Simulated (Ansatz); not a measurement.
An elastic constant from a strain scan in LiCl

Computed with DFT r2SCAN, scalar-relativistic, plane waves, PAW in Ansatz 0.2.0. Cutoff 500 eV, Γ-centred 8×8×8 k-points, Gaussian smearing of 0.05 eV. No spin polarisation. Energies are free energies at this smearing, counted from the undisturbed cell; pressure is positive in compression.

Reference structure (as given, not relaxed at this level; it stands at -0.3 GPa):

```xyz
2
Lattice="0.0000 2.5648 2.5648 2.5648 0.0000 2.5648 2.5648 2.5648 0.0000" Properties=species:S:1:pos:R:3 pbc="T T T"
Li    0.0000    0.0000    0.0000
Cl    2.5648    2.5648    2.5648
```

The cell is strained by ε times the Voigt pattern (0, 0, 0, 0, 1, 0) (xx, yy, zz, yz, xz, xy; engineering shear) with fractional coordinates fixed. The cell holds 2 atoms in V0 = 33.74 Å³. The stress column is τ = (1/V0) dE/dε, got from the stress tensor σ (compression positive) at each point as −det(1 + εP) σ : P(1 + εP)⁻¹, with P the pattern as a tensor.

| ε | ΔE (meV/atom) | τ (GPa) |
| --- | --- | --- |
| -0.0350 | 1.732 | -0.942 |
| -0.0300 | 1.272 | -0.807 |
| -0.0250 | 0.883 | -0.672 |
| -0.0200 | 0.564 | -0.537 |
| -0.0150 | 0.318 | -0.402 |
| -0.0100 | 0.141 | -0.268 |
| -0.0050 | 0.035 | -0.134 |
| 0.0000 | 0.000 | 0.000 |
| 0.0050 | 0.035 | 0.134 |
| 0.0100 | 0.141 | 0.268 |
| 0.0150 | 0.318 | 0.402 |
| 0.0200 | 0.564 | 0.537 |
| 0.0250 | 0.883 | 0.672 |
| 0.0300 | 1.272 | 0.807 |
| 0.0350 | 1.732 | 0.942 |
| 0.0400 | ? | ? |

Q: Which combination of elastic constants does this scan measure, and how large is it?

A: For small ε, τ = τ0 + Kε with K = pᵀCp, which for this pattern is C44 in the cubic axes. The parabola through τ at ε = -0.0050, 0 and 0.0050 has slope K = 26.8 GPa at zero. The energies per cell, E = NΔE, of the wider pair ε = ±0.0300 give K = 2[E(ε₊)/ε₊ − E(ε₋)/ε₋]/[(ε₊ − ε₋)V0] = 26.8 GPa, in agreement.

Q: Predict the withheld row at ε = 0.0400 from the harmonic law, and compare.

A: ΔE = V0(τ0 ε + Kε²/2)/N = 2.258 meV/atom and τ = 1.07 GPa. The calculation gives 2.264 meV/atom and 1.08 GPa, a miss of 0.01 meV/atom at most, so the harmonic law still holds here.